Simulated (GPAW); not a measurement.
# Ni (Im-3m) in GPAW: single point with r2SCAN

Aim: the single point of Ni with r2SCAN.

All numbers are computed with GPAW 26.7.0; they aren't measurements. Logs are shortened: lines on timing, memory, paths and dates and some standing lists are left out, and cuts for length are marked. The log counts tension as positive stress, the text compression.

## Step 1: The structure

Symmetry: Im-3m, No. 229, cubic system. Conventional cell: a = 2.767 Å, b = 2.767 Å, c = 2.767 Å, α = 90.00°, β = 90.00°, γ = 90.00°. Ni (site symmetry m-3m) is surrounded by 8 Ni at 2.40 Å.

This isn't the form of Ni at room conditions, which is fcc.

## Step 2: Single point, r2SCAN, collinear spin, ferromagnetic start

run.py

```python
from ase.dft.bandgap import bandgap
from ase.io import read, write
from ase.units import GPa
from gpaw import GPAW, PW

atoms = read('POSCAR')
atoms.set_initial_magnetic_moments([1.0])

calc = GPAW(mode=PW(600),
            xc='MGGA_X_R2SCAN+MGGA_C_R2SCAN',
            kpts={'size': (13, 13, 13), 'gamma': True},
            occupations={'name': 'fermi-dirac', 'width': 0.05},
            nbands=17,
            convergence={'density': 1e-05, 'energy': 1e-05},
            maxiter=150,
            txt='gpaw.txt')
atoms.calc = calc
energy = atoms.get_potential_energy()
forces = atoms.get_forces()
stress = atoms.get_stress()
calc.write('gs.gpw')
write('result.traj', atoms)
print(f'Energy: {energy:.6f} eV')
print('Forces (eV/A):')
print(forces.round(4))
print('Stress (GPa):', (stress / GPa).round(3))
print('Moments:', calc.get_magnetic_moments().round(3))
print('Fermi level:', round(calc.get_fermi_level(), 4), 'eV')
print(f'Gap: {bandgap(calc)[0]:.4f} eV, direct: {bandgap(calc, direct=True)[0]:.4f} eV')
```

POSCAR

```
Ni
1.0
   -1.3837154700      1.3837154700      1.3837154700
    1.3837154700     -1.3837154700      1.3837154700
    1.3837154700      1.3837154700     -1.3837154700
Ni
1
Direct
    0.0000000000      0.0000000000      0.0000000000
```

Potentials or basis: GPAW PAW data sets (gpaw-data 1.2.1), pw.

The run is started by

```sh
$ OMP_NUM_THREADS=1 python run.py
```

gpaw.txt:

```text
__  _  _
 | _ |_)|_||  |
 |__||  | ||/\| - 26.7.0

Input parameters:
  mode=PW(ecut=600.0),
  convergence={'density': 1e-05, 'energy': 1e-05},
  kpts=MonkhorstPack(size=(13, 13, 13), gamma=True),
  maxiter=150,
  nbands=17,
  occupations=Occupations(name='fermi-dirac', width=0.05),
  xc=XC(name='MGGA_X_R2SCAN+MGGA_C_R2SCAN')

Diagonalizing LCAO Hamiltonian
Converting LCAO to pw mode

       Ni

Atoms  # Å, Bohr magnetons
|   | symbol |        x |        y |        z |    initial magnetic moments |
|---|--------|----------|----------|----------|-----------------------------|
| 0 |     Ni | 0.000000 | 0.000000 | 0.000000 | ( 0.0000,  0.0000,  1.0000) |

Unit cell  # Å
| periodic |         x |         y |         z |  lengths |     angles |
|----------|-----------|-----------|-----------|----------|------------|
|      yes | -1.383715 |  1.383715 |  1.383715 | 2.396665 | 109.471221 |
|      yes |  1.383715 | -1.383715 |  1.383715 | 2.396665 | 109.471221 |
|      yes |  1.383715 |  1.383715 | -1.383715 | 2.396665 | 109.471221 |

Number of symmetries: 48
Symmetry operations  # r_c * U_cc + t_c -> r_c
|    | kind |            matrix            |
|----|------|------------------------------|
|  0 |  σ   |  1, 1, 1,  0, 0,-1,  0,-1, 0 |
|  1 |  C4  |  1, 1, 1,  0, 0,-1, -1, 0, 0 |
|  2 |  C2  |  1, 1, 1,  0,-1, 0,  0, 0,-1 |
|  3 |  S6  |  1, 1, 1,  0,-1, 0, -1, 0, 0 |
|  4 |  S6  |  1, 1, 1, -1, 0, 0,  0, 0,-1 |
|  5 |  C4  |  1, 1, 1, -1, 0, 0,  0,-1, 0 |
|  6 |  E   |  1, 0, 0,  0, 1, 0,  0, 0, 1 |
|  7 |  σ   |  1, 0, 0,  0, 1, 0, -1,-1,-1 |
|  8 |  σ   |  1, 0, 0,  0, 0, 1,  0, 1, 0 |
|  9 |  C3  |  1, 0, 0,  0, 0, 1, -1,-1,-1 |
| 10 |  C3  |  1, 0, 0, -1,-1,-1,  0, 1, 0 |
| 11 |  σ   |  1, 0, 0, -1,-1,-1,  0, 0, 1 |
| 12 |  σ   |  0, 1, 0,  1, 0, 0,  0, 0, 1 |
| 13 |  C2  |  0, 1, 0,  1, 0, 0, -1,-1,-1 |
| 14 |  C3  |  0, 1, 0,  0, 0, 1,  1, 0, 0 |
| 15 |  S4  |  0, 1, 0,  0, 0, 1, -1,-1,-1 |
| 16 |  S4  |  0, 1, 0, -1,-1,-1,  1, 0, 0 |
| 17 |  C3  |  0, 1, 0, -1,-1,-1,  0, 0, 1 |
| 18 |  C3  |  0, 0, 1,  1, 0, 0,  0, 1, 0 |
| 19 |  S4  |  0, 0, 1,  1, 0, 0, -1,-1,-1 |
| 20 |  σ   |  0, 0, 1,  0, 1, 0,  1, 0, 0 |
| 21 |  C3  |  0, 0, 1,  0, 1, 0, -1,-1,-1 |
| 22 |  C2  |  0, 0, 1, -1,-1,-1,  1, 0, 0 |
| 23 |  S4  |  0, 0, 1, -1,-1,-1,  0, 1, 0 |
| 24 |  C4  |  0, 0,-1,  1, 1, 1,  0,-1, 0 |
| 25 |  σ   |  0, 0,-1,  1, 1, 1, -1, 0, 0 |
| 26 |  S6  |  0, 0,-1,  0,-1, 0,  1, 1, 1 |
| 27 |  C2  |  0, 0,-1,  0,-1, 0, -1, 0, 0 |
| 28 |  C4  |  0, 0,-1, -1, 0, 0,  1, 1, 1 |
| 29 |  S6  |  0, 0,-1, -1, 0, 0,  0,-1, 0 |
| 30 |  S6  |  0,-1, 0,  1, 1, 1,  0, 0,-1 |
| 31 |  C4  |  0,-1, 0,  1, 1, 1, -1, 0, 0 |
| 32 |  C4  |  0,-1, 0,  0, 0,-1,  1, 1, 1 |
| 33 |  S6  |  0,-1, 0,  0, 0,-1, -1, 0, 0 |
| 34 |  σ   |  0,-1, 0, -1, 0, 0,  1, 1, 1 |
| 35 |  C2  |  0,-1, 0, -1, 0, 0,  0, 0,-1 |
| 36 |  C2  | -1, 0, 0,  1, 1, 1,  0, 0,-1 |
| 37 |  S6  | -1, 0, 0,  1, 1, 1,  0,-1, 0 |
| 38 |  S6  | -1, 0, 0,  0, 0,-1,  1, 1, 1 |
| 39 |  C2  | -1, 0, 0,  0, 0,-1,  0,-1, 0 |
| 40 |  C2  | -1, 0, 0,  0,-1, 0,  1, 1, 1 |
| 41 |  i   | -1, 0, 0,  0,-1, 0,  0, 0,-1 |
| 42 |  S4  | -1,-1,-1,  1, 0, 0,  0, 1, 0 |
| 43 |  C3  | -1,-1,-1,  1, 0, 0,  0, 0, 1 |
| 44 |  C3  | -1,-1,-1,  0, 1, 0,  1, 0, 0 |
| 45 |  σ   | -1,-1,-1,  0, 1, 0,  0, 0, 1 |
| 46 |  S4  | -1,-1,-1,  0, 0, 1,  1, 0, 0 |
| 47 |  C2  | -1,-1,-1,  0, 0, 1,  0, 1, 0 |

BZ-sampling:
  Number of BZ points: 2197
  Number of IBZ points: 84

  Monkhorst-Pack size: [13, 13, 13]
  Monkhorst-Pack shift: [0, 0, 0]

K-points  # in reciprocal-cell coordinates
|     |                                coordinates |     weight |
|-----|--------------------------------------------|------------|
|   0 | (  0.00000000,   0.00000000,   0.00000000) | 0.00045517 |
|   1 | (  0.07692308,   0.00000000,   0.00000000) | 0.00546199 |
|   2 | (  0.07692308,   0.07692308,  -0.07692308) | 0.00273100 |
|   3 | (  0.15384615,   0.00000000,  -0.07692308) | 0.01092399 |
|   4 | (  0.15384615,   0.00000000,   0.00000000) | 0.00546199 |
|   5 | (  0.15384615,   0.07692308,  -0.07692308) | 0.01092399 |
|   6 | (  0.15384615,   0.15384615,  -0.15384615) | 0.00273100 |
|   7 | (  0.23076923,  -0.07692308,  -0.07692308) | 0.00364133 |
|   8 | (  0.23076923,   0.00000000,  -0.07692308) | 0.02184797 |
|   9 | (  0.23076923,   0.00000000,   0.00000000) | 0.00546199 |
| ... |                                            |            |
|  83 | (  0.46153846,   0.46153846,   0.46153846) | 0.00364133 |

Plane wave coefficients: 370
Cutoff: 600.0 eV

Spin-components: 2 (collinear spins)
Bands:           17
Projectors:      6
Spin-degeneracy: 1
Datatype:        complex128

Parallelization:
  kpt:    1
  domain: 1
  band:   1

Density:
  Valence electrons: 16.0
  Components: 2
  Grid points: [14 14 14]
  Charge: 0.0  # |e|

Potential:
  Grid points: [14 14 14]

species:
  Ni:
    name:    Nickel
    Z:       28.0
    valence: 16
    core:    12
    charge:  0.0  # [|e|]
    compensation charges:
      type: gauss
      rc: 0.36  # [Å]
      lmax: 2
    cutoffs:
      filter: 2.14  # [Å]
      core: 1.98  # [Å]
    projectors
    | kind |    occ | energy [eV] | rcut [Å] |
    |------|--------|-------------|----------|
    |   4s |  2.000 |      -5.642 |    1.164 |
    |   3p |  6.000 |     -71.394 |    1.207 |
    |   4p |  0.000 |      -1.226 |    1.207 |
    |   3d |  8.000 |      -8.875 |    1.138 |
    |    s |        |      21.570 |    1.164 |
    |    d |        |      18.337 |    1.138 |

    Using partial waves for Ni as LCAO basis

Reference energy: -41367.998447  # eV

eigensolver:
  PPCG
  Converge bands: occupied
  niter=2

density mixing:
  MSR1-Mixer
  Pratt-step length: 0.05
  Maximum mixing coefficient: 0.75
  Old densities: 10
  SVD Regularization: 0.005
  Good broyden scale: 1.0
  Trust region scale: 1.0
  Backstep threshold: 4.0
  History deletion threshold: 6.0
  Fourier metric: weight=20.0, sigma=0.015

occupation numbers:
  Fermi-Dirac:
    width: 0.0500  # eV

poisson solver:
  ecut: 4800.0  # eV

xc functional:
  name: MGGA_X_R2SCAN+MGGA_C_R2SCAN with 2 nearest neighbor stencil

convergence criteria:
- Maximum integral of absolute [dens]ity change: 1e-05 electrons / valence electron
- Maximum [total energy] change in last 3 cyles: 1e-05 eV / valence electron
- Maximum integral of absolute [eigenst]ate change: 4e-08 eV^2 / valence electron
maximum number of iterations: 150

SCF iterations
|iter     | |      energy | eigst |  dens |  magmom |
|---------|-|-------------|-------|-------|---------|
|iter:   1| |  -13.757580 | -0.03 |       |  +1.0009|
|iter:   2| |  -12.562538 | -1.83 | -1.53 |  +0.9869|
|iter:   3| |  -21.651144 | -0.85 | -1.41 |  -0.4227|
|iter:   4| |  -12.357821 | -0.81 | -0.53 |  +0.9593|
|iter:   5| |  -12.571601 | -2.73 | -1.30 |  +0.9875|
|iter:   6| |  -12.558524 | -3.80 | -1.37 |  +0.9496|
|iter:   7| |  -12.612022 | -3.64 | -1.58 |  +0.8766|
|iter:   8| |  -12.643452 | -3.81 | -1.83 |  +0.8108|
|iter:   9| |  -12.677098 | -3.21 | -1.84 |  +0.6884|
|iter:  10| |  -12.687738 | -4.43 | -2.19 |  +0.6949|
|iter:  11| |  -12.687048 | -4.42 | -1.99 |  +0.6846|
|iter:  12| |  -12.686777 | -5.06 | -2.11 |  +0.6805|
|iter:  13| |  -12.688587 | -3.99 | -2.19 |  +0.6575|
|iter:  14| |  -12.684581 | -4.87 | -2.21 |  +0.6421|
|iter:  15| |  -12.685217 | -4.73 | -2.72 |  +0.6542|
|iter:  16| |  -12.685237 | -5.85 | -3.11 |  +0.6528|
|iter:  17| |  -12.685267c| -7.06 | -3.66 |  +0.6540|
|iter:  18| |  -12.685301c| -6.89 | -4.13 |  +0.6543|
|iter:  19| |  -12.685311c| -7.60c| -4.49 |  +0.6542|
|iter:  20| |  -12.685314c| -8.15c| -4.77 |  +0.6541|
|iter:  21| |  -12.685314c| -8.69c| -5.45c|  +0.6541|

Converged in 21 steps
Energy contributions relative to reference atoms: (reference = -41367.998447)

Energy contributions:
  Kinetic:          16.475128
  Coulomb:         -13.395112
  Zero:              0.072046
  External:          0.000000
  Xc:              -15.832646
  Entropy:          -0.009461
  Spinorbit:         0.000000
  ----------------------------
  Free energy:     -12.690044
  Extrapolated:    -12.685314

dipole moment: (-2.817781, -2.817781, -2.817781)  # |e|*Ang

Total magnetic moment: (0.000000, 0.000000, 0.654093)

Local magnetic moments
|        x |        y |        z |
|----------|----------|----------|
| 0.000000 | 0.000000 | 0.706362 |  # Ni   0

Fermi level: 8.682
Eigenvalues  # (at kpt = [0.000, 0.000, 0.000])
| band index |      eig [eV] | occ [0-1] |      eig [eV] | occ [0-1] |
|------------|---------------|-----------|---------------|-----------|
|          0 |       -57.521 |     1.000 |       -56.349 |     1.000 |
|          1 |       -57.521 |     1.000 |       -56.349 |     1.000 |
|          2 |       -57.521 |     1.000 |       -56.349 |     1.000 |
|          3 |        -0.941 |     1.000 |        -1.193 |     1.000 |
|          4 |         5.886 |     1.000 |         7.074 |     1.000 |
|          5 |         5.886 |     1.000 |         7.074 |     1.000 |
[... 9 lines left out ...]
|         15 |        42.243 |     0.000 |        42.640 |     0.000 |
|         16 |        42.243 |     0.000 |        42.640 |     0.000 |

No gap
No difference between direct/indirect transitions

Forces  # eV/Ang
|        x |        y |        z |
|----------|----------|----------|
| -0.00000 | -0.00000 | -0.00000 |  # Ni   0

Stress tensor  # eV/Ang^3
|         x |         y |         z |
|-----------|-----------|-----------|
| -0.025124 |  0.000000 |  0.000000 |
|  0.000000 | -0.025124 | -0.000000 |
|  0.000000 | -0.000000 | -0.025124 |

# Writing to gs.gpw (mode='')
```

Run time: 2.2 min. Hardware: 1 thread of Arm Neoverse V1, shared host; peak memory 0.22 GiB.

Results:

```yaml
Free_energy: -12.6900 eV
Pressure: 4.0 GPa
Band_gap_on_the_k_mesh: none (metal or under the smearing width)
Net_moment: 0.65 μB per cell
Site_moments: Ni +0.71 μB
```

Levels at points of the mesh, in eV from the Fermi level:
Spin up:
| k point | band 5 | band 6 | band 7 | band 8 | band 9 | band 10 | band 11 | band 12 |
| --- | --- | --- | --- | --- | --- | --- | --- | --- |
| (0.00, 0.00, 0.00) | -2.80 | -2.80 | -2.80 | -1.22 | -1.22 | 27.89 | 27.89 | 27.89 |
Spin down:
```tsv
k point	band 5	band 6	band 7	band 8	band 9	band 10	band 11	band 12
(0.00, 0.00, 0.00)	-1.61	-1.61	-1.61	-0.51	-0.51	27.68	27.68	27.68
```

Caveat: the stock nickel data set gives pressures a few GPa off other programs; the PAW data sets were made with another functional, which shifts forces and pressure a little.
